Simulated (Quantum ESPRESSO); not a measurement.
Si:

```
Si
1.0
    -3.33608    3.33608    3.33608
     3.33608   -3.33608    3.33608
     3.33608    3.33608   -3.33608
Si
6
Direct
  0.50000 0.75000 0.25000
  0.25000 0.75000 0.50000
  0.25000 0.50000 0.75000
  0.50000 0.25000 0.75000
  0.75000 0.50000 0.25000
  0.75000 0.25000 0.50000
```

This isn't the form of Si at room conditions, which is diamond.

* Program: Quantum ESPRESSO 7.5
* Task: phonons
* Functional: PBEsol
* Potentials or basis: PseudoDojo 0.4.1 SR PBEsol standard
* Cutoff: 490 eV
* Density cutoff: 1959 eV
* k mesh: 6 × 6 × 6
* Occupations: cold, width 0.2 eV
* Spin: no spin polarisation
* Mixing beta: 0.5
* Most SCF iterations: 120
* SCF threshold: 1.2e-09 Ry

The cell and the atoms were relaxed first, to 24.94 Å³/atom (a = 5.793 Å, b = 5.793 Å, c = 5.793 Å, α = 109.47°, β = 109.47°, γ = 109.47°), and the response was taken there.

Question: What is the highest optical frequency at the zone centre, leaving out the macroscopic field of polar modes?

Answer: 472 cm⁻¹, a mode of symmetry Eg (Raman).

Optical modes at Γ, degenerate ones joined, polar ones without the macroscopic field:
| cm⁻¹ | components | symmetry | active in |
| --- | --- | --- | --- |
| 55 | 3 | T1g | silent |
| 188 | 1 | A2g | silent |
| 366 | 3 | T2u | silent |
| 422 | 3 | T2g | Raman |
| 460 | 3 | T1u | IR |
| 472 | 2 | Eg | Raman |

Caveat: this smearing can shift energies of a crystal with a gap.
